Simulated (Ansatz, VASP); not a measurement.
# VClO: VASP beside Ansatz, part 2 of 3

Aim: how closely do two programs agree when they are given the same cell, functional and k mesh?

VASP 6.6.1 and Ansatz 0.2.0.

So far. Step 2 (VASP: single point, PBEsol, DFT+U): The run ends at a pressure of 3.03 GPa, with forces up to 0.24 eV/Å.

**3. Ansatz: single point, PBEsol, DFT+U**

Level of this step: Ansatz beside VASP: Kohn-Sham DFT, plane waves, PBEsol, DFT+U (Ansatz).

Ansatz runs on its default PAW (the set named soft_2) files.

The same cell, functional, mesh and smearing now go to Ansatz, which takes its cutoff from its data sets.

input.yaml reads:

```yaml
crystal:
  lattice:
    - [3.3, 0.0, 0.0]
    - [0.0, 3.78, 0.0]
    - [0.0, 0.0, 7.91]
  atoms:
    - { symbol: V, position: [0.5, 0.0, 0.8852], spin: 2.0 }
    - { symbol: V, position: [0.0, 0.5, 0.1148], spin: 2.0 }
    - { symbol: Cl, position: [0.0, 0.0, 0.6721] }
    - { symbol: Cl, position: [0.5, 0.5, 0.3279] }
    - { symbol: O, position: [0.0, 0.0, 0.0458] }
    - { symbol: O, position: [0.5, 0.5, 0.9542] }
hamiltonian:
  xc: pbesol
  pseudopotentials: { kind: paw }
  hubbard: { sites: [{ species: V, l: d, u_eff: 3.25 }] }
magnetization:
  spin_polarized: true
kpoints:
  mp_grid: { grid: [6, 6, 4] }
scf:
  occupations: { method: gaussian, width: 0.05 }
  n_extra_bands: 9
output:
  forces: true
  stress: true
  eigenvalues: true
```

Command:

```console
> ansatz run input.yaml --threads 4 --pin off --max-ram 9216MiB --backend cpu --events-out ev --progress --plain --runs-dir out
```

Numbers of over 12 decimals in the logs are rounded to 6 here.

Output:

```text
V: projections on atomic orbitals take those of the free atom [Ne] 3s2 3p6 3d3 4s2, of charge +0.00 (hamiltonian.pseudopotentials.projection_atoms); the dataset's partial waves leave at most 5.8e-7 of an orbital's norm unspanned inside its sphere
Cl: projections on atomic orbitals take those of the free atom [Ne] 3s2 3p5, of charge +0.00 (hamiltonian.pseudopotentials.projection_atoms); the dataset's partial waves leave at most 2.1e-7 of an orbital's norm unspanned inside its sphere
O: projections on atomic orbitals take those of the free atom [He] 2s2 2p4, of charge +0.00 (hamiltonian.pseudopotentials.projection_atoms); the dataset's partial waves leave at most 1.9e-8 of an orbital's norm unspanned inside its sphere
scf.n_extra_bands = 9 over 26 filled bands (N_el = 52.0): the run solves 35 bands
Engine: ansatz 0.2.0, aarch64-unknown-linux-gnu
Pseudopotentials: kind: paw
Pseudopotential: V, paw, valence charge 13, recommended cutoff 420 eV (normal), V.paw.azcp
Pseudopotential: Cl, paw, valence charge 7, recommended cutoff 420 eV (normal), Cl.paw.azcp
Pseudopotential: O, paw, valence charge 6, recommended cutoff 420 eV (normal), O.paw.azcp
Functional definition: PBEsol
  exchange = pbesol_x
  correlation = pbesol_c
Crystal: 6 atoms, lattice volume = 98.669 Å³
Basis set: ecut = 420 eV, 1957 PW (Γ), exchange–correlation on 48×54×108 points (8 copies of the dense FFT grid, shifted against one another)
Bands: 35, of which v1, the nominal top of the filled ones, is band 26 counted from 1 (25 counted from 0)
Symmetry: 8 space group operations
Space group: Pmmn (ITA 59), of the structure as read, at distance tolerance 4.6e-5 Å
Magnetic group: BNS 59.405 (UNI 503), of the structure as read, at distance tolerance 4.6e-5 Å
k-points: 48 of 144
Non-local potential: V, projectors of the file, l = 0: 3, l = 1: 2, l = 2: 3, l = 3: 1
Non-local potential: Cl, projectors of the file, l = 0: 2, l = 1: 2, l = 2: 2
Non-local potential: O, projectors of the file, l = 0: 2, l = 1: 2, l = 2: 1
PAW form: soft (Blöchl's): semilocal exchange-correlation on the pseudo side does not see the compensation charge
PAW frozen core: V, regenerated for the run's functional, and the local potential with it (the file was generated under x = pbe(κ = 0.804, μ = 0.219515), c = pbe(β = 0.066725))
PAW frozen core: Cl, regenerated for the run's functional, and the local potential with it (the file was generated under x = pbe(κ = 0.804, μ = 0.219515), c = pbe(β = 0.066725))
PAW frozen core: O, regenerated for the run's functional, and the local potential with it (the file was generated under x = pbe(κ = 0.804, μ = 0.219515), c = pbe(β = 0.066725))
PAW one-centre angular grid: V, 590 points (default); XC on 64 Gauss nodes
PAW one-centre angular grid: Cl, 110 points (default); XC on 64 Gauss nodes
PAW one-centre angular grid: O, 110 points (default); XC on 64 Gauss nodes
Initial density: superposition of atomic densities (chi_scale 0.1, normalization cell, long waves kept (reshape's long-wave potential 0.52 eV rms))
Starting moments: Σ|m| = 4 μB on 2 of 6 sites
Initial wavefunctions: pseudopotential atomic-orbital guess
Functional: x = pbesol(κ = 0.804, μ = 0.123457), c = pbesol(β = 0.046)
SCF iter   1: F=—  HF=-9023.139037 eV  |F-HF|=—  |Δ(HF+E_count)|=         —  Δρ=1.59e-1 (↑1.59e-1 ↓7.48e-2)  dr2=1.49e2  dr2_m=1.88e0  M=4.124 μB ∫|m|=7.095 μB  β_m=1.00  ethr=3.10e-3  ⟨swp⟩=6.6  Hψ=14047  notcnv=0
preconditioner: auto → Kerker (q_TF=auto, 2.452 Å⁻¹)  [metal: Δε(μ)=0.013 eV  Ē_g=8.739 eV  σ=0.050 eV  W_gap=0.15  n_scr=22 (ndim 8)  ℏωp=22.4 eV  f_vac=0.068  D(μ)=2.03/eV (n_scr^D=12)]
spin=Collinear: Kerker preconditioning applied to the charge; magnetization (m = ρ↑ − ρ↓) channel mixes plain (no charge-response kernel on spin).
SCF iter   2: F=—  HF=-9015.143848 eV  |F-HF|=—  |Δ(HF+E_count)|=    8.00e0  Δρ=4.23e-2 (↑4.23e-2 ↓2.63e-2)  dr2=8.35e0  dr2_m=4.95e-1  M=4.000 μB ∫|m|=5.406 μB  β_m=0.30  ethr=3.10e-3  ⟨swp⟩=3.3  Hψ=8029  notcnv=0  defer=276
SCF iter   3: F=—  HF=-9015.069001 eV  |F-HF|=—  |Δ(HF+E_count)|=   7.48e-2  Δρ=2.96e-2 (↑2.96e-2 ↓1.91e-2)  dr2=5.27e0  dr2_m=2.77e-1  M=4.000 μB ∫|m|=5.312 μB  β_m=0.30  ethr=3.10e-3  ⟨swp⟩=2.0  Hψ=4927  notcnv=0  defer=274
SCF iter   4: F=—  HF=-9014.719345 eV  |F-HF|=—  |Δ(HF+E_count)|=   3.50e-1  Δρ=1.94e-2 (↑1.94e-2 ↓1.68e-2)  dr2=1.50e0  dr2_m=1.80e-1  M=4.000 μB ∫|m|=5.106 μB  β_m=0.30  ethr=3.10e-3  ⟨swp⟩=2.2  Hψ=6012  notcnv=0  defer=274
SCF iter   5: F=—  HF=-9014.692904 eV  |F-HF|=—  |Δ(HF+E_count)|=   2.64e-2  Δρ=2.15e-2 (↑2.15e-2 ↓1.42e-2)  dr2=5.54e-1  dr2_m=2.06e-1  M=4.000 μB ∫|m|=4.784 μB  β_m=0.30  ethr=2.89e-3  ⟨swp⟩=3.0  Hψ=6282  notcnv=0  defer=265
SCF iter   6: F=—  HF=-9014.856929 eV  |F-HF|=—  |Δ(HF+E_count)|=   1.64e-1  Δρ=1.62e-2 (↑1.62e-2 ↓1.19e-2)  dr2=1.93e-1  dr2_m=1.35e-1  M=4.000 μB ∫|m|=4.702 μB  β_m=0.30  ethr=1.07e-3  ⟨swp⟩=2.4  Hψ=4793  notcnv=0  defer=265
SCF iter   7: F=—  HF=-9015.065694 eV  |F-HF|=—  |Δ(HF+E_count)|=   2.09e-1  Δρ=1.18e-2 (↑9.36e-3 ↓1.18e-2)  dr2=6.67e-2  dr2_m=8.77e-2  M=4.000 μB ∫|m|=4.628 μB  β_m=0.30  ethr=3.72e-4  ⟨swp⟩=2.3  Hψ=6292  notcnv=0  defer=252
Mixer restart at iter 7: flushing history
[...]
SCF 1 converged in 17 iterations: F = -9015.553380 eV  dr2 = 2.25e-8
  greatest PAW one-centre occupation: 1.000 electrons in one spin orbital (limit 2), on the V atom at site 1 (counted from 0), in its partial waves of l = 0
Symmetry: 4 space group operations
k-points: 56 of 144
Initial density: read from a saved state, or passed on in memory by an earlier SCF of this step, an earlier step, the calling program or the single point that the run made first
Starting moments: Σ|m| = 4 μB on 2 of 6 sites; this step starts from the density that it was given
Initial wavefunctions: those read from a saved state, or passed on in memory by an earlier step or the calling program
iter 1 solved again at ethr=4.33e-11 eV; its pass at ethr=1.92e-6 eV (dr2=2.25e-8 eV) is discarded
SCF iter   1: F=—  HF=-9015.553380 eV  |F-HF|=—  |Δ(HF+E_count)|=         —  Δρ=2.35e-6 (↑1.78e-6 ↓2.35e-6)  dr2=2.25e-8  dr2_m=6.72e-10  M=4.000 μB ∫|m|=4.194 μB  ethr=4.33e-11  ⟨swp⟩=1.0  Hψ=18368  notcnv=0
preconditioner: auto → Resta (q_TF=auto, 2.452 Å⁻¹)  ε∞=5.8  [insulator: Δε(μ)=1.442 eV  Ē_g=10.256 eV  σ=0.050 eV  W_gap=1.00  n_scr=22 (ndim 8)  ℏωp=22.4 eV  f_vac=0.111  D(μ)=0.00/eV (n_scr^D=0)  ε∞_Penn≈5.8]
spin=Collinear: Resta preconditioning applied to the charge; magnetization (m = ρ↑ − ρ↓) channel mixes plain (no charge-response kernel on spin).
SCF iter   2: F=—  HF=-9015.553381 eV  |F-HF|=—  |Δ(HF+E_count)|=   8.95e-7  Δρ=3.52e-5 (↑3.52e-5 ↓2.99e-5)  dr2=4.86e-6  dr2_m=6.27e-8  M=4.000 μB ∫|m|=4.194 μB  ethr=1.92e-6  ⟨swp⟩=1.0  Hψ=12149  notcnv=0
SCF iter   3: F=—  HF=-9015.553380 eV  |F-HF|=—  |Δ(HF+E_count)|=   1.01e-6  Δρ=4.70e-6 (↑4.70e-6 ↓4.14e-6)  dr2=1.51e-7  dr2_m=3.66e-9  M=4.000 μB ∫|m|=4.194 μB  ethr=1.06e-8  ⟨swp⟩=1.0  Hψ=8288  notcnv=0
SCF iter   4: F=-9015.553380 eV  HF=-9015.553380 eV  |F-HF|=9.00e-10  |Δ(HF+E_count)|=   1.25e-7  Δρ=6.01e-7 (↑6.01e-7 ↓4.88e-7)  dr2=1.13e-9  dr2_m=1.67e-11  M=4.000 μB ∫|m|=4.194 μB  ethr=1.92e-10  ⟨swp⟩=1.0  Hψ=8288  notcnv=0
an SCF along what the orbitals of the run's state read of its open shells (or to have them read: on a GPU, or by another smearing), with 4 of the crystal's symmetry operations given up (56 k-points in place of 48), reached no lower state that the run goes on to. This is no proof of a minimum
k-points: 48 of 144 (time reversal used)
iter 1 solved again at ethr=4.33e-11 eV; its pass at ethr=1.92e-6 eV (dr2=2.25e-8 eV) is discarded
SCF iter   1: F=—  HF=-9015.553380 eV  |F-HF|=—  |Δ(HF+E_count)|=         —  Δρ=2.35e-6 (↑1.78e-6 ↓2.35e-6)  dr2=2.25e-8  dr2_m=6.72e-10  M=4.000 μB ∫|m|=4.194 μB  ethr=4.33e-11  ⟨swp⟩=1.0  Hψ=15714  notcnv=0
spin=Collinear: Resta preconditioning applied to the charge; magnetization (m = ρ↑ − ρ↓) channel mixes plain (no charge-response kernel on spin).
SCF iter   2: F=—  HF=-9015.553380 eV  |F-HF|=—  |Δ(HF+E_count)|=   2.81e-7  Δρ=2.35e-5 (↑2.35e-5 ↓1.76e-5)  dr2=1.87e-6  dr2_m=3.90e-8  M=4.000 μB ∫|m|=4.194 μB  ethr=1.92e-6  ⟨swp⟩=1.0  Hψ=10421  notcnv=0
SCF iter   3: F=—  HF=-9015.553380 eV  |F-HF|=—  |Δ(HF+E_count)|=   2.10e-7  Δρ=3.86e-6 (↑3.86e-6 ↓2.36e-6)  dr2=4.84e-8  dr2_m=1.41e-9  M=4.000 μB ∫|m|=4.194 μB  ethr=1.92e-10  ⟨swp⟩=1.0  Hψ=7104  notcnv=0
SCF iter   4: F=-9015.553380 eV  HF=-9015.553380 eV  |F-HF|=1.40e-10  |Δ(HF+E_count)|=   8.36e-8  Δρ=3.49e-7 (↑3.43e-7 ↓3.49e-7)  dr2=3.04e-10  dr2_m=1.15e-11  M=4.000 μB ∫|m|=4.194 μB  ethr=1.20e-10  ⟨swp⟩=1.0  Hψ=7104  notcnv=0
an SCF along what the orbitals of the run's state read of its open shells (or to have them read: on a GPU, or by another smearing), with 4 of the crystal's symmetry operations given up, reached no lower state that the run goes on to. This is no proof of a minimum
SCF converged after 17 iterations
Magnetization: 4.0000 μB (28.0000 up, 24.0000 down)
Absolute magnetization: 4.1936 μB (∫|ρ↑−ρ↓|, with the PAW one-centre terms)
Spin contamination: 0.0265 ħ² per cell (⟨S²⟩ above its minimum at these occupations)
Per-site moments (μB) at R_I (Å): [(1.531587, 0.811482), (1.531587, 0.811482), (-0.012123, 0.972995), (-0.012123, 0.972995), (-0.016744, 0.811482), (-0.016744, 0.811482)]
Free energy (F): -9015.553380 eV
Harris-Foulkes:  -9015.553380 eV  (|F-HF|=4.96e-9)
Internal energy: -9015.553380 eV  (E = F + TS)
E sigma→0 (E₀):  -9015.553380 eV
Fermi energy:    7.099474 eV
--- Per-component energies (eV) ---
  E_band       = -599.155717
  E_kinetic    = 1339.416494
  E_local      = -6484.006954  (includes V_loc(G=0)·N_el)
  E_nonlocal   = 68.399231
  E_hartree    = 2847.874626
  E_xc         = -614.136455
  E_vxc        = -756.103547  (∫ρ·V_xc dr)
  E_hubbard    = 3.516456  (on-site DFT+U / exact-exchange correction)
  E_vhub       = -3.744592  (the Hubbard potential's part of the band-sum identity)
  E_paw        = -3761.280933  (= ΣΔE_a)
  E_vpaw       = -458.863275  (= ΣTr[D̂ρ^β])
  E_aug_tail   = 0.005707  (compensation charges beyond the density's cutoff)
  E_ewald      = -2415.868349
  E_core_change = 0.526798  (= ΣΔE_core)
  E_smearing   = -0.000000  (= −TS)
  E_closure    = -0.000000  (closes the sum)
  Σ components = -9015.553380   (vs F -9015.553380, Δ=0.00e0)
--- Forces (eV/Å), atoms counted from 1 ---
  atom   1  V      0.00000000     0.00000000     0.00327321
  atom   2  V      0.00000000     0.00000000    -0.00327321
  atom   3  Cl     0.00000000     0.00000000    -0.13803776
  atom   4  Cl     0.00000000     0.00000000     0.13803776
  atom   5  O      0.00000000     0.00000000    -0.04020362
  atom   6  O      0.00000000     0.00000000     0.04020362
  max |Σ_I F_I| component: 0.00e0 eV/Å
--- Stress (GPa, compression-positive) ---
        1.701490       0.000000       0.000000
        0.000000       0.660116       0.000000
        0.000000       0.000000       1.797257
  P = ⅓ Tr σ = 1.3863 GPa (13.863 kbar)
--- Band table (eV; the first three rows and the last of 96) ---
  k-point 0 ↑: bands = [... 22 lower, 4.3062, 4.3429, 4.7034, 4.7935, 5.1541, 5.7197, 8.8524, 9.1364, ... 5 higher]
  k-point 1 ↑: bands = [... 22 lower, 4.3062, 4.3390, 4.7368, 4.7461, 5.1540, 5.7183, 8.8175, 9.1727, ... 5 higher]
  k-point 2 ↑: bands = [... 22 lower, 4.3063, 4.3346, 4.6899, 4.7561, 5.1539, 5.7172, 8.7885, 9.2029, ... 5 higher]
  k-point 47 ↓: bands = [... 22 lower, 4.0442, 4.0442, 9.0450, 9.0450, 10.5273, 10.5273, 10.9277, 10.9277, ... 5 higher]
Occupation matrices written to <dir>
```

Elapsed: 51 s, on 4 threads of Arm Neoverse V2, shared host; peak memory 1.3 GiB.

In the SCF lines HF is the Harris–Foulkes energy and dr2 the Hartree energy of the density residual, in eV; the loop may stop once dr2 is under the threshold and the program's other checks hold. Hψ counts applications of the Hamiltonian.

The run ends at a pressure of 1.39 GPa, with forces up to 0.14 eV/Å.

**4. Comparison**

Known differences besides the PAW data sets themselves: U acts on the PAW sphere in VASP and on atomic orbitals in Ansatz, so only states and trends compare; the cutoff is 420 eV in Ansatz and 520 eV in VASP; Ansatz makes its cores anew for this functional, VASP keeps those of its PBE data sets; site moments are counted in spheres of each program's own size. Total energies have different zeros and are not compared.

Compared:

```csv
quantity,Ansatz,VASP,difference
pressure (GPa),1.39,3.03,-1.64
gap on the k mesh (eV),1.442,1.348,+0.094
total moment (μB),4.00,4.00,0.00
moment on V1 (μB),1.53,1.91,-0.37
moment on V2 (μB),1.53,1.91,-0.37
```

Forces (eV/Å; atoms numbered as in POSCAR):

| atom | Ansatz x, y, z | VASP x, y, z |
| --- | --- | --- |
| V1 | 0.000, 0.000, 0.003 | 0.000, 0.000, -0.075 |
| V2 | 0.000, 0.000, -0.003 | 0.000, 0.000, 0.075 |
| Cl3 | 0.000, 0.000, -0.138 | 0.000, 0.000, -0.238 |
| Cl4 | 0.000, 0.000, 0.138 | 0.000, 0.000, 0.238 |
| O5 | 0.000, 0.000, -0.040 | 0.000, 0.000, 0.044 |
| O6 | 0.000, 0.000, 0.040 | 0.000, 0.000, -0.044 |

The forces differ by 51 meV/Å r.m.s., which is 60.1 % of the r.m.s. force of 0.08 eV/Å (both taken over all components). Ansatz's pressure holds a Pulay correction of 0.29 GPa; VASP's holds none.

**5. VASP: relaxation of the atoms, LDA, DFT+U**

A relaxation sums small force errors into a geometry.

INCAR reads:

```
SYSTEM = VClO
PREC = Accurate
ENCUT = 520
EDIFF = 1E-07
NELM = 100
ISMEAR = 0
SIGMA = 0.03
LREAL = .FALSE.
ALGO = Normal
GGA = CA
NBANDS = 35
ISPIN = 2
MAGMOM = 2 2 0 0 0 0
LDAU = .TRUE.
LDAUTYPE = 2
LDAUL = 2 -1 -1
LDAUU = 3.25 0 0
LDAUJ = 0 0 0
LDAUPRINT = 1
LASPH = .TRUE.
LMAXMIX = 4
LORBIT = 11
LWAVE = .FALSE.
LCHARG = .FALSE.
KPAR = 4
IBRION = 2
NSW = 50
ISIF = 2
EDIFFG = -0.002
```

POSCAR reads:

```
VClO
1.0
    3.3000000000      0.0000000000      0.0000000000
    0.0000000000      3.7800000000      0.0000000000
    0.0000000000      0.0000000000      7.9100000000
V Cl O
2 2 2
Direct
    0.5000000000      0.0000000000      0.8852000000
    0.0000000000      0.5000000000      0.1148000000
    0.0000000000      0.0000000000      0.6721000000
    0.5000000000      0.5000000000      0.3279000000
    0.0000000000      0.0000000000      0.0458000000
    0.5000000000      0.5000000000      0.9542000000
```

KPOINTS reads:

```
Automatic mesh
0
Gamma
6 6 4
0 0 0
```

PAW data sets: V_sv, Cl and O (LDA family, release 64).

Command:

```console
> mpirun -np 4 vasp_std
```

Output:

```text
[banner, memory and clock lines left out]
running    4 mpi-ranks, on    1 nodes
[...]
LDA part: xc-table for (Slater(with rela. corr.)+CA(PZ))
 , standard interpolation
 POSCAR, INCAR and KPOINTS ok, starting setup
[...]
entering main loop
       N       E                     dE             d eps       ncg     rms          rms(c)
DAV:   1     0.621876163653E+03    0.62188E+03   -0.28633E+04  7064   0.147E+03
DAV:   2     0.615853770660E+01   -0.61572E+03   -0.59162E+03  7278   0.443E+02
DAV:   3    -0.476241573429E+02   -0.53783E+02   -0.52818E+02  7973   0.133E+02
DAV:   4    -0.489060709904E+02   -0.12819E+01   -0.12769E+01  8141   0.199E+01
[...]
DAV:  17    -0.421886919321E+02   -0.31572E-06   -0.94518E-07  6892   0.559E-03    0.556E-03
DAV:  18    -0.421886921989E+02   -0.26679E-06   -0.68134E-07  7038   0.606E-03    0.152E-03
DAV:  19    -0.421886922051E+02   -0.61655E-08   -0.63025E-08  3847   0.223E-03
   1 F= -.42188692E+02 E0= -.42188692E+02  d E =-.421887E+02  mag=     4.0000
[... from here on, the cycles between the ionic steps are left out ...]
   2 F= -.42188962E+02 E0= -.42188962E+02  d E =-.269907E-03  mag=     4.0000
   3 F= -.42188965E+02 E0= -.42188965E+02  d E =-.272578E-03  mag=     4.0000
   4 F= -.42188996E+02 E0= -.42188996E+02  d E =-.309206E-04  mag=     4.0000
   5 F= -.42189009E+02 E0= -.42189009E+02  d E =-.437361E-04  mag=     4.0000
   6 F= -.42189009E+02 E0= -.42189009E+02  d E =-.437540E-04  mag=     4.0000
   7 F= -.42189012E+02 E0= -.42189012E+02  d E =-.298103E-05  mag=     4.0000
   8 F= -.42189014E+02 E0= -.42189014E+02  d E =-.543277E-05  mag=     4.0000
[...]
reached required accuracy - stopping structural energy minimisation
```

From OUTCAR (step 5):

```text
  Total       -0.7107052     -0.4840382     -0.4963531      0.0000000      0.0000000      0.0000000
  in kB      -11.5403195     -7.8597371     -8.0597046      0.0000000      0.0000000      0.0000000
  external PRESSURE =      -9.1532537 kB  Pullay stress =       0.0000000 kB

 POSITION                                       TOTAL-FORCE (eV/Angst)
 -----------------------------------------------------------------------------------
      1.65000      0.00000      7.00385         0.000000      0.000000      0.000815
      0.00000      1.89000      0.90615         0.000000      0.000000     -0.000815
      0.00000      0.00000      5.31433         0.000000      0.000000     -0.001112
      1.65000      1.89000      2.59567         0.000000      0.000000      0.001112
      0.00000      0.00000      0.35854         0.000000      0.000000     -0.000049
      1.65000      1.89000      7.55146         0.000000      0.000000      0.000049
 -----------------------------------------------------------------------------------
    total drift:                                0.000000      0.000000     -0.000000

  FREE ENERGIE OF THE ION-ELECTRON SYSTEM (eV)
  ---------------------------------------------------
  free  energy   TOTEN  =       -42.1890139703 eV

  energy  without entropy=      -42.1890139703  energy(sigma->0) =      -42.18901397

 reached required accuracy - stopping structural energy minimisation

 magnetization (x)
# of ion       s       p       d       tot
------------------------------------------
    1        0.017   0.012   1.859   1.888
    2        0.017   0.012   1.859   1.888
    3       -0.000  -0.011   0.000  -0.011
    4       -0.000  -0.011   0.000  -0.011
    5       -0.003  -0.005   0.000  -0.009
    6       -0.003  -0.005   0.000  -0.009
--------------------------------------------------
tot          0.028  -0.008   3.717   3.737

[... 2 parts as in an earlier step ...]

[... 1 further part left out ...]
[key lines of the parts left out:]
E-fermi :   3.9169
```

The run keeps the 8 symmetry operations of its start, so it cannot find a distortion of lower symmetry.

**6. Ansatz: relaxation of the atoms, LDA, DFT+U**

The same cell, functional (in two slightly different forms), mesh and smearing now go to Ansatz, which takes its cutoff from its data sets.

Edit input.yaml of step 3 so:

```diff
@@ -13,3 +13,3 @@
 hamiltonian:
-  xc: pbesol
+  xc: lda
   pseudopotentials: { kind: paw }
@@ -21,4 +21,6 @@
 scf:
-  occupations: { method: gaussian, width: 0.05 }
-  n_extra_bands: 9
+  occupations: { method: gaussian, width: 0.03 }
+relax:
+  f_tol: 0.01
+  max_steps: 60
 output:
@@ -26,2 +28 @@
   stress: true
-  eigenvalues: true
```

Command:

```console
> ansatz run input.yaml --threads 4 --pin off --max-ram 9216MiB --backend cpu --events-out ev --progress --plain --runs-dir out
```

Output:

```text
[...]
F+E_penalty+E_count = -8920.83594272 eV   max|allowed force component| = 9.699e-3 eV/Å
  atoms:
    - { symbol: V, position: [0.5, 0.0, 0.886643] }
    - { symbol: V, position: [0.0, 0.500000, 0.113357] }
    - { symbol: Cl, position: [0.0, 0.0, 0.674020] }
    - { symbol: Cl, position: [0.5, 0.500000, 0.325980] }
    - { symbol: O, position: [0.0, 0.0, 0.044666] }
    - { symbol: O, position: [0.5, 0.500000, 0.955334] }
[key lines of the parts left out:]
SCF converged after 6 iterations
Magnetization: 4.0000 μB (28.0000 up, 24.0000 down)
Free energy (F): -8920.835943 eV
Fermi energy:    6.889582 eV
P = ⅓ Tr σ = -1.8752 GPa (-18.752 kbar)
```

Wall time 76 s (4 threads); peak memory 1.3 GiB; 4.9 min of CPU time.

**7. Differences**

What differs besides the data sets and the points named for the pairs above, as far as they apply: the two LDA forms differ slightly; Ansatz makes its cores anew for this functional, VASP keeps those of its LDA data sets. Total energies have different zeros and are not compared.

Both answers:

| quantity | Ansatz | VASP | difference |
| --- | --- | --- | --- |
| volume (Å³) | 98.67 | 98.67 | +0.00 % |
| edge a after relaxation, in the typed setting (Å) | 3.300 | 3.300 | +0.00 % |
| edge b after relaxation, in the typed setting (Å) | 3.780 | 3.780 | +0.00 % |
| edge c after relaxation, in the typed setting (Å) | 7.910 | 7.910 | +0.00 % |
| total moment (μB) | 4.00 | 4.00 | 0.00 |
| moment on V1 (μB) | 1.53 | 1.89 | -0.36 |
| moment on V2 (μB) | 1.53 | 1.89 | -0.36 |

(Part 2 of 3 ends here.)

[Lines on the potential files, build, host, timing and source positions are cut from VASP's logs without a mark.]

[Logs are printed without paths, hosts, clocks, repeated set-up lines and the standing remarks that a program may print on its own settings, such as how far it seeks lower states.]

[Hosts, paths, dates, database ids (printed as entryN), source tags and the programs' standing remarks are cut or masked in the printed files.]
